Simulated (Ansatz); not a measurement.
Runs of Ansatz 0.2.0 on CuO. It takes space group P4_2/mmc (No. 131, tetragonal). Conventional cell: a = 3.422 Å, b = 3.422 Å, c = 4.260 Å, α = 90.00°, β = 90.00°, γ = 90.00°. Cu (site symmetry mmm) is surrounded by 4 O at 2.02 Å. O (site symmetry -4m2) is surrounded by 4 Cu at 2.02 Å and 2 O at 2.13 Å. Measurements of this composition are mostly on another form, of space group No. 15.

```tsv
level	share of exact exchange	gap on the mesh (eV)	pressure (GPa)
r2SCAN0 form with a typed share of exact exchange	0.35	none	(a)
r2SCAN0	0.25	none	-8.9
r2SCAN0 form with a typed share of exact exchange	0.15	none	-8.5
r2SCAN0 form with a typed share of exact exchange	0.1	none	-8.2
r2SCAN0 form with a typed share of exact exchange	0	none	-7.7
r2SCAN0 form with a typed share of exact exchange	0.5	none	(b)
```

Alike in all rows: task single point; potentials or basis Ansatz PAW; no spin polarisation; cell as given; k mesh 5 × 5 × 4; cutoff (eV) 500; smearing fermi-dirac 0.05 eV; the mesh is coarse, so values aren't converged.

Estimate the missing entries.

(a) -9.2; (b) -9.5.

Caveats: all runs use coarse meshes; the run has no spin polarisation, though such a crystal can be magnetic; the PAW data sets come from PBE, with cores solved anew for the run's functional, which leaves a small shift of forces and pressure; the thresholds are loose for stress (some runs).

A gap of «none» marks a metal or a gap under the smearing width.

Runs at the PBE level aren't shown here.
